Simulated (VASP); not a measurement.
# LiF in VASP: one cell, several levels of theory, part 1 of 2

What does VASP give for LiF built on the zincblende prototype, under -0.5 % biaxial strain in x and y, z held, the cell held fixed? Runs: PBE, r2SCAN. This is a trial cell built on a prototype, not taken from a measured structure, and it needn't be the compound's ground state.

Program: VASP 6.6.1. PAW datasets, plane waves. Note: simulated data, non-magnetic, for a generated structure that need not be the stable one.

**1. The structure to begin with**

The cell comes from an earlier relaxation with r2SCAN in another program, then strained, with the atoms relaxed again.

Space group I-4m2 (No. 119), tetragonal; a = 3.017 Å, c = 4.289 Å in the conventional setting, 9.76 Å³ an atom. Li has 4 F at 1.85 Å; F has 4 Li at 1.85 Å.

The structure in full:

```cif
data_structure
_symmetry_space_group_name_H-M 'P 1'
_symmetry_Int_Tables_number 1
_cell_length_a 3.0248
_cell_length_b 3.0248
_cell_length_c 3.0166
_cell_angle_alpha 60.090
_cell_angle_beta 60.090
_cell_angle_gamma 59.821
_cell_volume 19.52
loop_
_atom_site_label
_atom_site_type_symbol
_atom_site_fract_x
_atom_site_fract_y
_atom_site_fract_z
_atom_site_occupancy
Li1 Li 0.00000 0.00000 0.00000 1
F1 F 0.25000 0.25000 0.25000 1
```

**2. PBE**

Contents of INCAR:

```
ENCUT = 520.000000
SIGMA = 0.020000
EDIFF = 1.00e-07
GGA = PE
PREC = Accurate
IBRION = -1
ISIF = 2
ISMEAR = -1
NBANDS = 12
NELM = 120
NSW = 0
LASPH = .TRUE.
LCHARG = .FALSE.
LWAVE = .FALSE.
LREAL = .FALSE.
```

Contents of KPOINTS:

```
KPOINTS created by Atomic Simulation Environment
0
Gamma
10 10 10
0 0 0
```

Contents of KPOINTS_OPT:

```
special points
6
Reciprocal
0.0000000000 0.0000000000 0.0000000000 1
-0.5000000000 -0.5000000000 0.0000000000 1
-0.3750000000 -0.3750000000 0.2500000000 1
-0.3750000000 0.0000000000 0.3750000000 1
0.0000000000 0.0000000000 0.5000000000 1
-0.5000000000 -0.2500000000 0.2500000000 1
```

Contents of POSCAR:

```
Li F
 1.0000000000000000
     0.0000000000000000    2.1330296528999999    2.1446105497999999
     2.1330296528999999    0.0000000000000000    2.1446105497999999
     2.1330296528999999    2.1330296528999999    0.0000000000000000
 Li  F
   1   1
Cartesian
  0.0000000000000000  0.0000000000000000  0.0000000000000000
  1.0665148264500000  1.0665148264500000  1.0723052748999999
```

Potentials: the recommended PBE PAW datasets, 10 valence electrons in the neutral cell.

Command:

```console
$ mpirun -np 1 vasp_std
```

Printed to the terminal (iteration lines stand in OSZICAR):

```text
POSCAR found type information on POSCAR LiF
 POSCAR found :  2 types and       2 ions
 LDA part: xc-table for (Slater+PW92), standard interpolation
 POSCAR, INCAR and KPOINTS ok, starting setup
 FFT: planning ... GRIDC
 FFT: planning ... GRID_SOFT
 FFT: planning ... GRID
 WAVECAR not read
 entering main loop
 Start KPOINTS_OPT (optional k-point list driver)
k-point batch [1-6\6]
```

OSZICAR:

```text
N       E                     dE             d eps       ncg     rms          rms(c)
DAV:   1     0.329209614934E+02    0.32921E+02   -0.51286E+03  2496   0.829E+02
DAV:   2    -0.906392405661E+01   -0.41985E+02   -0.41108E+02  3012   0.185E+02
DAV:   3    -0.103046493514E+02   -0.12407E+01   -0.12362E+01  3152   0.282E+01
DAV:   4    -0.103234869571E+02   -0.18838E-01   -0.18836E-01  2804   0.397E+00
DAV:   5    -0.103237927901E+02   -0.30583E-03   -0.30583E-03  3344   0.387E-01    0.523E+00
DAV:   6    -0.958191342574E+01    0.74188E+00   -0.34960E+00  2668   0.115E+01    0.162E+00
DAV:   7    -0.959351601604E+01   -0.11603E-01   -0.25948E-02  2904   0.144E+00    0.101E+00
DAV:   8    -0.961252108777E+01   -0.19005E-01   -0.26686E-02  2852   0.157E+00    0.185E-01
DAV:   9    -0.961243583747E+01    0.85250E-04   -0.14135E-03  3036   0.308E-01    0.702E-02
DAV:  10    -0.961282134646E+01   -0.38551E-03   -0.64962E-04  2836   0.183E-01    0.350E-02
DAV:  11    -0.961281346823E+01    0.78782E-05   -0.28818E-05  2928   0.465E-02    0.804E-03
DAV:  12    -0.961281468541E+01   -0.12172E-05   -0.30724E-06  2912   0.153E-02    0.180E-03
DAV:  13    -0.961281466837E+01    0.17039E-07   -0.16160E-07  3008   0.316E-03
   1 F= -.96128147E+01 E0= -.96128147E+01  d E =-.349702E-15
       N       E                     dE             ncg
DAV:   1     0.877326585608E+03   -0.30518E+04      144
DAV:   2     0.625683651906E+03   -0.25164E+03      176
DAV:   3     0.617281259096E+03   -0.84024E+01      184
DAV:   4     0.617163708305E+03   -0.11755E+00      184
DAV:   5     0.617162471588E+03   -0.12367E-02      180
DAV:   6     0.617162466181E+03   -0.54074E-05      184
DAV:   7     0.617162466131E+03   -0.49838E-07      152
```

The lines after F= are the extra pass for the points of KPOINTS_OPT, at fixed density; their E is not a total energy.

From OUTCAR:

```text
k-points           NKPTS =    102   k-points in BZ     NKDIM =    102   number of bands    NBANDS=     12

   NELECT =      10.0000    total number of electrons

   dimension x,y,z NGX =    24 NGY =   24 NGZ =   24
   dimension x,y,z NGXF=    48 NGYF=   48 NGZF=   48

  energy-cutoff  :      520.00
  volume of cell :       19.52
      direct lattice vectors                 reciprocal lattice vectors
     0.000000000  2.133029653  2.144610550    -0.234408368  0.234408368  0.233142563
     2.133029653  0.000000000  2.144610550     0.234408368 -0.234408368  0.233142563
     2.133029653  2.133029653  0.000000000     0.234408368  0.234408368 -0.233142563

 k-points in reciprocal lattice and weights: KPOINTS created by Atomic Simulation Env
   0.00000000  0.00000000  0.00000000       0.001
   0.10000000 -0.00000000  0.00000000       0.008
   0.20000000 -0.00000000  0.00000000       0.008
   0.30000000  0.00000000  0.00000000       0.008
   0.40000000 -0.00000000  0.00000000       0.008
   0.50000000 -0.00000000  0.00000000       0.004
   0.10000000  0.10000000  0.00000000       0.002
   0.20000000  0.10000000  0.00000000       0.008
[... 94 more k-points ...]

 E-fermi :  -1.8523

 k-point     1 :       0.0000    0.0000    0.0000
  band No.  band energies     occupation
      1     -42.7865      2.00000
      2     -21.8368      2.00000
      3      -2.4855      2.00000
      4      -2.4762      2.00000
      5      -2.4762      2.00000
      6       5.4985      0.00000
      7      17.1074      0.00000
      8      17.1074      0.00000
      9      17.1108      0.00000
     10      25.7275      0.00000
     11      25.8719      0.00000
     12      25.8719      0.00000

 k-point     2 :       0.1000   -0.0000    0.0000
  band No.  band energies     occupation
      1     -42.7827      2.00000
      2     -21.8199      2.00000
      3      -2.7049      2.00000
      4      -2.5094      2.00000
      5      -2.5021      2.00000
      6       5.7842      0.00000
      7      16.8805      0.00000
      8      17.1666      0.00000
      9      17.1717      0.00000
     10      24.4581      0.00000
     11      24.6192      0.00000
     12      24.6272      0.00000

 k-point     3 :       0.2000   -0.0000    0.0000
  band No.  band energies     occupation
      1     -42.7726      2.00000
      2     -21.7743      2.00000
      3      -3.2549      2.00000
      4      -2.5791      2.00000
      5      -2.5685      2.00000
      6       6.5620      0.00000
      7      16.0583      0.00000
      8      17.2121      0.00000
      9      17.2417      0.00000
     10      23.5413      0.00000
     11      23.6418      0.00000
     12      23.9430      0.00000

 k-point     4 :       0.3000    0.0000    0.0000
  band No.  band energies     occupation
      1     -42.7601      2.00000
      2     -21.7162      2.00000
      3      -3.8739      2.00000
      4      -2.6627      2.00000
      5      -2.6483      2.00000
      6       7.6661      0.00000
      7      14.7379      0.00000
      8      17.0632      0.00000
      9      17.1240      0.00000
     10      23.5069      0.00000
     11      23.5719      0.00000
     12      24.0417      0.00000

 k-point     5 :       0.4000   -0.0000    0.0000
  band No.  band energies     occupation
      1     -42.7501      2.00000
      2     -21.6678      2.00000
      3      -4.3382      2.00000
      4      -2.7285      2.00000
      5      -2.7111      2.00000
      6       8.8699      0.00000
      7      13.3502      0.00000
      8      16.8165      0.00000
      9      16.8969      0.00000
     10      23.9889      0.00000
     11      24.0629      0.00000
     12      24.1106      0.00000

 k-point     6 :       0.5000   -0.0000    0.0000
  band No.  band energies     occupation
      1     -42.7464      2.00000
      2     -21.6494      2.00000
      3      -4.5086      2.00000
      4      -2.7533      2.00000
      5      -2.7347      2.00000
      6       9.5551      0.00000
      7      12.6019      0.00000
      8      16.7032      0.00000
      9      16.7894      0.00000
     10      24.0215      0.00000
     11      24.3251      0.00000
     12      24.3678      0.00000

 k-point     7 :       0.1000    0.1000    0.0000
  band No.  band energies     occupation
      1     -42.7815      2.00000
      2     -21.8146      2.00000
      3      -2.6868      2.00000
      4      -2.5570      2.00000
      5      -2.5570      2.00000
      6       5.8627      0.00000
      7      17.0352      0.00000
      8      17.0352      0.00000
      9      17.2342      0.00000
     10      21.9321      0.00000
     11      26.6982      0.00000
     12      26.6982      0.00000

 k-point     8 :       0.2000    0.1000    0.0000
  band No.  band energies     occupation
      1     -42.7735      2.00000
      2     -21.7792      2.00000
      3      -3.0905      2.00000
      4      -2.6467      2.00000
      5      -2.5995      2.00000
      6       6.4386      0.00000
      7      16.4882      0.00000
      8      17.0151      0.00000
      9      17.4377      0.00000
     10      20.6035      0.00000
     11      25.9010      0.00000
     12      26.1257      0.00000

 k-point     9 :       0.3000    0.1000    0.0000
  band No.  band energies     occupation
      1     -42.7619      2.00000
      2     -21.7254      2.00000
      3      -3.6696      2.00000
      4      -2.7352      2.00000
      5      -2.6685      2.00000
      6       7.3965      0.00000
      7      15.1444      0.00000
      8      16.9711      0.00000
      9      17.4145      0.00000
     10      20.7422      0.00000
     11      25.3472      0.00000
     12      25.8574      0.00000

 k-point    10 :       0.4000    0.1000    0.0000
  band No.  band energies     occupation
      1     -42.7510      2.00000
      2     -21.6735      2.00000
      3      -4.1734      2.00000
      4      -2.7892      2.00000
      5      -2.7596      2.00000
      6       8.5688      0.00000
      7      13.6377      0.00000
      8      16.8685      0.00000
      9      17.1336      0.00000
     10      21.4764      0.00000
     11      25.1856      0.00000
     12      26.0426      0.00000

[... the tables of k-points 11 to 102 left out ...]

  Total        0.4365010      0.4365010      0.4256759      0.0000000      0.0000000      0.0000000
  in kB       35.8363355     35.8363355     34.9476018      0.0000000      0.0000000      0.0000000
  external PRESSURE =      35.5400909 kB  Pullay stress =       0.0000000 kB

 POSITION                                       TOTAL-FORCE (eV/Angst)
 -----------------------------------------------------------------------------------
      0.00000      0.00000      0.00000         0.000000      0.000000     -0.000000
      1.06651      1.06651      1.07231        -0.000000     -0.000000      0.000000
 -----------------------------------------------------------------------------------
    total drift:                                0.000000      0.000000     -0.000000

  FREE ENERGIE OF THE ION-ELECTRON SYSTEM (eV)
  ---------------------------------------------------
  free  energy   TOTEN  =        -9.6128146684 eV

  energy  without entropy=       -9.6128146684  energy(sigma->0) =       -9.61281467
```

It took 16 s on 1 MPI rank of Intel Xeon Platinum 8488C, shared host; peak memory 0.15 GiB.

The levels at the points of KPOINTS_OPT are read from vasprun.xml.

Near the gap, in eV above the top of the last filled band v; c is the band after it:

```
point    v−1      v      c    c+1
    Γ   0.00   0.00   7.97  19.58
    X  -0.81  -0.81  10.63  16.03
    U  -0.96  -0.63  11.85  15.13
    K  -0.96  -0.64  11.84  15.15
    L  -0.28  -0.26  12.03  15.08
    W  -0.99  -0.78  12.17  15.67
```

The PBE gap is 7.97 eV, direct at Γ. The pressure is 3.55 GPa; the forces vanish within 0.01 eV/Å.

(Continued in part 2 of 2.)
